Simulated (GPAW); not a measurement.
# SnO (P4/nmm) in GPAW: convergence with response cutoff (eV)

Aim: find how far response cutoff (eV) must go before the results for SnO settle, at PBE. This setting moves, with any that are tied to it; all else stays.

Everything below comes from runs of GPAW 26.7.0. Logs are shortened: lines on timing, memory, paths and dates and some standing lists are left out, and cuts for length are marked. The log counts tension as positive stress, the text compression.

### 1 The structure

Symmetry: P4/nmm, No. 129, tetragonal system. Conventional cell: a = 3.814 Å, b = 3.814 Å, c = 4.887 Å, α = 90.00°, β = 90.00°, γ = 90.00°. Sn (site symmetry 4mm) is surrounded by 4 O at 2.23 Å. O (site symmetry -4m2) is surrounded by 4 Sn at 2.23 Å.

The cell is a database's computed one.

### 2 With response cutoff (eV) 10

File run.py:

```python
import numpy as np
from ase.dft.bandgap import bandgap
from ase.io import read, write
from gpaw import GPAW, PW
from gpaw.response.df import DielectricFunction

atoms = read('SnO.cif')

calc = GPAW(mode=PW(550),
            xc='PBE',
            kpts={'size': (6, 6, 5), 'gamma': True},
            occupations={'name': 'fermi-dirac', 'width': 0.001},
            nbands=33,
            convergence={'density': 1e-06},
            maxiter=150,
            txt='gpaw.txt')
atoms.calc = calc
energy = atoms.get_potential_energy()
calc.write('gs.gpw')
write('result.traj', atoms)
print(f'Energy: {energy:.6f} eV')
print('Fermi level:', round(calc.get_fermi_level(), 4), 'eV')
print(f'Gap: {bandgap(calc)[0]:.4f} eV, direct: {bandgap(calc, direct=True)[0]:.4f} eV')

for size in [(5, 5, 4)]:
    name = 'x'.join(str(n) for n in size)
    dense = calc.fixed_density(kpts={'size': size, 'gamma': True},
                               nbands=74, convergence={'bands': 68, 'eigenstates': 1e-7},
                               update_fermi_level=True, txt=f'dense-{name}.txt')
    dense.write(f'{name}.gpw', mode='all')
    df = DielectricFunction(f'{name}.gpw', frequencies=np.array([0.0]), hilbert=False, eta=0.001,
                            ecut=10, nbands=68, intraband=False, txt=f'df-{name}.txt')
    for xc in ['RPA']:
        for direction in ['x', 'y', 'z', [0, 1, 1], [1, 0, 1], [1, 1, 0]]:
            e0, e = df.get_macroscopic_dielectric_constant(xc=xc, direction=direction)
            print(f'{name} {xc} {direction}: {e0:.4f} without, {e:.4f} with local fields')
```

File SnO.cif:

```cif
data_SnO
_cell_length_a 3.81369522
_cell_length_b 3.81369522
_cell_length_c 4.88691330
_cell_angle_alpha 90.00000000
_cell_angle_beta 90.00000000
_cell_angle_gamma 90.00000000
_space_group_name_H-M_alt 'P4/nmm'
_space_group_name_Hall 'P 4ab 2ab -1ab'
_space_group_IT_number 129
loop_
_space_group_symop_operation_xyz
'x,y,z'
'-y+1/2,x+1/2,z'
'-x,-y,z'
'y+1/2,-x+1/2,z'
'x+1/2,-y+1/2,-z'
'-y,-x,-z'
'-x+1/2,y+1/2,-z'
'y,x,-z'
'-x+1/2,-y+1/2,-z'
'y,-x,-z'
'x+1/2,y+1/2,-z'
'-y,x,-z'
'-x,y,z'
'y+1/2,x+1/2,z'
'x,-y,z'
'-y+1/2,-x+1/2,z'
loop_
_atom_site_label
_atom_site_type_symbol
_atom_site_symmetry_multiplicity
_atom_site_Wyckoff_symbol
_atom_site_fract_x
_atom_site_fract_y
_atom_site_fract_z
_atom_site_occupancy
Sn1 Sn 2 c 0.5000000000 0.0000000000 0.7646261400 1
O1 O 2 a 0.0000000000 0.0000000000 0.0000000000 1
```

Potentials or basis: GPAW PAW data sets (gpaw-data 1.2.1), pw.

Launch:

```sh
$ OMP_NUM_THREADS=1 python run.py
```

Wall time 4.8 min (1 thread of Intel Xeon at 2.50GHz (Skylake/Cascade Lake), shared host); peak memory 0.39 GiB.

What came out:

```yaml
Free_energy: -23.2254 eV
Band_gap_on_the_k_mesh: 0.15 eV, indirect (least direct gap 2.03 eV)
Electronic_dielectric_tensor_diagonal: 8.87, 8.87, 7.12
```

### 3 With response cutoff (eV) 20

run.py, as its differences from that of step 2:

```diff
@@ -31,3 +31,3 @@
     df = DielectricFunction(f'{name}.gpw', frequencies=np.array([0.0]), hilbert=False, eta=0.001,
-                            ecut=10, nbands=68, intraband=False, txt=f'df-{name}.txt')
+                            ecut=20, nbands=68, intraband=False, txt=f'df-{name}.txt')
     for xc in ['RPA']:
```

SnO.cif is that of step 2.

Potentials or basis: GPAW PAW data sets (gpaw-data 1.2.1), pw.

Launch:

```sh
$ OMP_NUM_THREADS=1 python run.py
```

It took 5.1 min on 1 thread of Intel Xeon at 2.50GHz (Skylake/Cascade Lake), shared host; peak memory 0.39 GiB.

Results:

- Free energy: -23.2254 eV
- Band gap on the k mesh: 0.15 eV, indirect (least direct gap 2.03 eV)
- Electronic dielectric tensor (diagonal): 8.29, 8.29, 6.85

### 4 With response cutoff (eV) 30

run.py, as its differences from that of step 3:

```diff
@@ -31,3 +31,3 @@
     df = DielectricFunction(f'{name}.gpw', frequencies=np.array([0.0]), hilbert=False, eta=0.001,
-                            ecut=20, nbands=68, intraband=False, txt=f'df-{name}.txt')
+                            ecut=30, nbands=68, intraband=False, txt=f'df-{name}.txt')
     for xc in ['RPA']:
```

SnO.cif is that of step 3.

Launch:

```sh
$ OMP_NUM_THREADS=1 python run.py
```

It took 4.3 min on 1 thread of Intel Xeon at 2.50GHz (Skylake/Cascade Lake), shared host; peak memory 0.39 GiB.

Results (log left out):

* Free energy: -23.2254 eV
* Band gap on the k mesh: 0.15 eV, indirect (least direct gap 2.03 eV)
* Electronic dielectric tensor (diagonal): 7.93, 7.93, 6.75

### 5 With response cutoff (eV) 50

run.py, as its differences from that of step 4:

```diff
@@ -31,3 +31,3 @@
     df = DielectricFunction(f'{name}.gpw', frequencies=np.array([0.0]), hilbert=False, eta=0.001,
-                            ecut=30, nbands=68, intraband=False, txt=f'df-{name}.txt')
+                            ecut=50, nbands=68, intraband=False, txt=f'df-{name}.txt')
     for xc in ['RPA']:
```

SnO.cif is that of step 4.

Launch:

```sh
$ OMP_NUM_THREADS=1 python run.py
```

It took 4.7 min on 1 thread of Intel Xeon at 2.50GHz (Skylake/Cascade Lake), shared host; peak memory 0.39 GiB.

The run converged. Its results:

```
Free energy                             : -23.2254 eV
Band gap on the k mesh                  : 0.15 eV, indirect (least direct gap 2.03 eV)
Electronic dielectric tensor (diagonal) : 7.88, 7.88, 6.73
```

### 6 With response cutoff (eV) 80

run.py, as its differences from that of step 5:

```diff
@@ -31,3 +31,3 @@
     df = DielectricFunction(f'{name}.gpw', frequencies=np.array([0.0]), hilbert=False, eta=0.001,
-                            ecut=50, nbands=68, intraband=False, txt=f'df-{name}.txt')
+                            ecut=80, nbands=68, intraband=False, txt=f'df-{name}.txt')
     for xc in ['RPA']:
```

SnO.cif is that of step 5.

Potentials or basis: GPAW PAW data sets (gpaw-data 1.2.1), pw.

Launch:

```sh
$ OMP_NUM_THREADS=1 python run.py
```

Wall time 4.5 min (1 thread of Intel Xeon at 2.50GHz (Skylake/Cascade Lake), shared host); peak memory 0.4 GiB.

It converged, with:

- Free energy: -23.2254 eV
- Band gap on the k mesh: 0.15 eV, indirect (least direct gap 2.03 eV)
- Electronic dielectric tensor (diagonal): 7.85, 7.85, 6.70

### 7 With response cutoff (eV) 120

run.py, as its differences from that of step 6:

```diff
@@ -31,3 +31,3 @@
     df = DielectricFunction(f'{name}.gpw', frequencies=np.array([0.0]), hilbert=False, eta=0.001,
-                            ecut=80, nbands=68, intraband=False, txt=f'df-{name}.txt')
+                            ecut=120, nbands=68, intraband=False, txt=f'df-{name}.txt')
     for xc in ['RPA']:
```

SnO.cif is that of step 6.

Launch:

```sh
$ OMP_NUM_THREADS=1 python run.py
```

Wall time 4.7 min (1 thread of Intel Xeon at 2.50GHz (Skylake/Cascade Lake), shared host); peak memory 0.41 GiB.

The run converged. Its results:

| Property | Result |
| --- | --- |
| Free energy | -23.2254 eV |
| Band gap on the k mesh | 0.15 eV, indirect (least direct gap 2.03 eV) |
| Electronic dielectric tensor (diagonal) | 7.79, 7.79, 6.65 |

### 8 With response cutoff (eV) 160

run.py, as its differences from that of step 7:

```diff
@@ -31,3 +31,3 @@
     df = DielectricFunction(f'{name}.gpw', frequencies=np.array([0.0]), hilbert=False, eta=0.001,
-                            ecut=120, nbands=68, intraband=False, txt=f'df-{name}.txt')
+                            ecut=160, nbands=68, intraband=False, txt=f'df-{name}.txt')
     for xc in ['RPA']:
```

SnO.cif is that of step 7.

Potentials or basis: GPAW PAW data sets (gpaw-data 1.2.1), pw.

Launch:

```sh
$ OMP_NUM_THREADS=1 python run.py
```

gpaw.txt:

```text
__  _  _
 | _ |_)|_||  |
 |__||  | ||/\| - 26.7.0

Input parameters:
  mode=PW(ecut=550.0),
  convergence={'density': 1e-06},
  kpts=MonkhorstPack(size=(6, 6, 5), gamma=True),
  maxiter=150,
  nbands=33,
  occupations=Occupations(name='fermi-dirac', width=0.001),
  xc=XC(name='PBE')

Diagonalizing LCAO Hamiltonian
Converting LCAO to pw mode
   .--------.
  /|        |
 * |        |
 | | Sn     |
 | |        |
 | |        |
 |Sn--------.
 |/    O   /
 O--------*

Atoms  # Å, Bohr magnetons
|   | symbol |        x |        y |        z |    initial magnetic moments |
|---|--------|----------|----------|----------|-----------------------------|
| 0 |     Sn | 1.906848 | 0.000000 | 3.736662 | ( 0.0000,  0.0000,  0.0000) |
| 1 |     Sn | 0.000000 | 1.906848 | 1.150252 | ( 0.0000,  0.0000,  0.0000) |
| 2 |      O | 0.000000 | 0.000000 | 0.000000 | ( 0.0000,  0.0000,  0.0000) |
| 3 |      O | 1.906848 | 1.906848 | 0.000000 | ( 0.0000,  0.0000,  0.0000) |

Unit cell  # Å
| periodic |        x |        y |        z |  lengths |    angles |
|----------|----------|----------|----------|----------|-----------|
|      yes | 3.813695 | 0.000000 | 0.000000 | 3.813695 | 90.000000 |
|      yes | 0.000000 | 3.813695 | 0.000000 | 3.813695 | 90.000000 |
|      yes | 0.000000 | 0.000000 | 4.886913 | 4.886913 | 90.000000 |

Number of symmetries: 8
Symmetry operations  # r_c * U_cc + t_c -> r_c
|   | kind |            matrix            |
|---|------|------------------------------|
| 0 |  E   |  1, 0, 0,  0, 1, 0,  0, 0, 1 |
| 1 |  σ   |  1, 0, 0,  0,-1, 0,  0, 0, 1 |
| 2 |  C2  |  0, 1, 0,  1, 0, 0,  0, 0,-1 |
| 3 |  S4  |  0, 1, 0, -1, 0, 0,  0, 0,-1 |
| 4 |  S4  |  0,-1, 0,  1, 0, 0,  0, 0,-1 |
| 5 |  C2  |  0,-1, 0, -1, 0, 0,  0, 0,-1 |
| 6 |  σ   | -1, 0, 0,  0, 1, 0,  0, 0, 1 |
| 7 |  C2  | -1, 0, 0,  0,-1, 0,  0, 0, 1 |

BZ-sampling:
  Number of BZ points: 180
  Number of IBZ points: 30

  Monkhorst-Pack size: [6, 6, 5]
  Monkhorst-Pack shift: [0.08333333333333333, 0.08333333333333333, 0.0]

K-points  # in reciprocal-cell coordinates
[... 87 lines left out ...]

Reference energy: -340103.091216  # eV

eigensolver:
  PPCG
  Converge bands: occupied
  niter=2

density mixing:
  MSR1-Mixer
  Pratt-step length: 0.05
  Maximum mixing coefficient: 0.75
  Old densities: 10
  SVD Regularization: 0.005
  Good broyden scale: 1.0
  Trust region scale: 1.0
  Backstep threshold: 4.0
  History deletion threshold: 6.0
  Fourier metric: weight=20.0, sigma=0.015

occupation numbers:
  Fermi-Dirac:
    width: 0.0010  # eV

poisson solver:
  ecut: 4400.0  # eV

xc functional:
  name: PBE with 2 nearest neighbor stencil

convergence criteria:
- Maximum integral of absolute [dens]ity change: 1e-06 electrons / valence electron
- Maximum [total energy] change in last 3 cyles: 0.0005 eV / valence electron
- Maximum integral of absolute [eigenst]ate change: 4e-08 eV^2 / valence electron
maximum number of iterations: 150

SCF iterations
|iter     | |      energy | eigst |  dens |
|---------|-|-------------|-------|-------|
|iter:   1| |  -26.417439 | +0.01 |       |
|iter:   2| |  -25.406030 | -1.59 | -1.01 |
|iter:   3| |  -23.246193 | -0.99 | -1.07 |
|iter:   4| |  -23.224440 | -2.92 | -1.55 |
|iter:   5| |  -23.224660 | -3.03 | -1.79 |
|iter:   6| |  -23.225277c| -4.29 | -2.59 |
|iter:   7| |  -23.225374c| -5.59 | -3.19 |
|iter:   8| |  -23.225380c| -6.47 | -3.73 |
|iter:   9| |  -23.225380c| -7.32 | -4.61 |
|iter:  10| |  -23.225380c| -7.88c| -4.75 |
|iter:  11| |  -23.225380c| -8.21c| -5.11 |
|iter:  12| |  -23.225380c| -8.93c| -5.81 |
|iter:  13| |  -23.225380c| -9.56c| -6.59c|

Converged in 13 steps
Energy contributions relative to reference atoms: (reference = -340103.091216)

Energy contributions:
  Kinetic:          34.517567
  Coulomb:         -32.574387
  Zero:             -0.020408
  External:          0.000000
  Xc:              -25.148153
  Entropy:          -0.000000
  Spinorbit:         0.000000
  ----------------------------
  Free energy:     -23.225380
  Extrapolated:    -23.225380

dipole moment: (-23.550566, -23.550566, -27.498984)  # |e|*Ang

Fermi level: 6.697
Eigenvalues  # (at kpt = [0.000, 0.000, 0.000])
| band index |      eig [eV] | occ [0-2] |
|------------|---------------|-----------|
|          0 |       -15.344 |     2.000 |
|        ... |               |           |
|         12 |        -0.992 |     2.000 |
|         13 |         0.069 |     2.000 |
|         14 |         0.392 |     2.000 |
|         15 |         0.392 |     2.000 |
|         16 |         3.181 |     2.000 |
|         17 |         3.466 |     2.000 |
[... 8 lines left out ...]
|         26 |        13.452 |     0.000 |
|         27 |        13.896 |     0.000 |
|        ... |               |           |
|         32 |        22.192 |     0.000 |

Gap: 0.148 eV
Transition (v -> c):
  (s=0, k=0, n=19, [0.00, 0.00, 0.00]) -> (s=0, k=27, n=20, [0.50, 0.50, 0.00])
Direct/indirect transitions are different
Direct gap: 2.026 eV
Transition at: (s=0, k=27, n=19, [0.50, 0.50, 0.00])
# Writing to gs.gpw (mode='')
```

Wall time 4.7 min (1 thread of Intel Xeon at 2.50GHz (Skylake/Cascade Lake), shared host); peak memory 0.41 GiB.

Results:

- Free energy: -23.2254 eV
- Band gap on the k mesh: 0.15 eV, indirect (least direct gap 2.03 eV)
- Electronic dielectric tensor (diagonal): 7.76, 7.76, 6.62

### 9 The series at a glance

| response cutoff (eV) | dielectric constant | SCF cycles | CPU time (s) | peak memory (GiB) |
| --- | --- | --- | --- | --- |
| 10 | 8.286 | 13 | 290 | 0.39 |
| 20 | 7.812 | 13 | 300 | 0.39 |
| 30 | 7.536 | 13 | 260 | 0.39 |
| 50 | 7.499 | 13 | 280 | 0.39 |
| 80 | 7.468 | 13 | 270 | 0.4 |
| 120 | 7.413 | 13 | 280 | 0.41 |
| 160 | 7.380 | 13 | 280 | 0.41 |

Against the tightest run, the dielectric constant stays within 0.05 from 120 on. The tightest run that finished is the yardstick and may itself not be fully converged.

Caveats: the gap is small at this level, which inflates the dielectric constant; the long-wavelength limit can be off by a per cent or two; spin-orbit coupling is left out, which moves the levels of the heavy elements; an odd mesh through Γ misses points on the zone boundary, where band edges often lie.
